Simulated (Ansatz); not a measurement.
# Se under changes of volume

One of the cells (27.261 Å³/atom); the others are scaled copies at fixed shape and fractional positions:

```
Se
1.0
     4.36620    0.00000    0.00000
    -2.18310    3.78124    0.00000
     0.00000    0.00000    4.95360
Se
3
Cartesian
  1.6910 2.9289 0.0000
  -0.4921 0.8523 3.3024
  0.9841 0.0000 1.6512
```

```yaml
Program: Ansatz 0.2.0
Functional: r2SCAN
Dispersion: D3(BJ)
Potentials_or_basis: Ansatz PAW
Cutoff: "500 eV (not typed: the program's choice for these potentials)"
k_mesh: 7 × 7 × 6
Occupations: fermi-dirac, width 0.05 eV
Spin: no spin polarisation
```

```tsv
volume (Å³/atom)	energy over the lowest point (meV/atom)	pressure (GPa)	gap on the mesh (eV)	largest force (eV/Å)
25.625	24.94	4.7	1.40	0.724
26.170	?	?	?	?
26.716	3.63	1.7	1.44	0.259
27.261	0.00	0.4	1.46	0.051
27.806	0.43	-0.7	1.43	0.143
28.351	4.50	-1.7	1.41	0.323
28.896	11.84	-2.6	1.38	0.491
```

Question: What does the run at 26.170 Å³/atom give?

Answer: Energy over the lowest point 11.77 meV/atom; pressure 3.1 GPa; gap on the mesh 1.43 eV; largest force 0.483 eV/Å.

Worked out: A Birch-Murnaghan fit of order 3 (a polynomial in V^(-2/3)) to the other rows has its minimum at 27.47 Å³/atom with B0 = V·E''(V) = 58 GPa and B' = 4.4 at fixed shape and positions, which overstates the stiffness. It gives 11.78 meV/atom at 26.170 Å³/atom, against the run's 11.77, and -dE/dV = 3.1 GPa, against 3.1. A parabola through the other rows of the gap, of slope 1.1 eV per unit of ln V there, gives 1.43 eV, against the run's 1.43.

Energies are extrapolated to zero smearing.

Caveats: odd divisions of the mesh miss points on the zone boundary, where band edges often lie, so the gap on the mesh can be too wide; the PAW data sets come from PBE, with cores solved anew for the run's functional, which leaves a small shift of forces and pressure; the dispersion damping was fitted for another functional or another form of the correction.

A mesh can miss the band edges. Spin-orbit coupling on Se is left out.
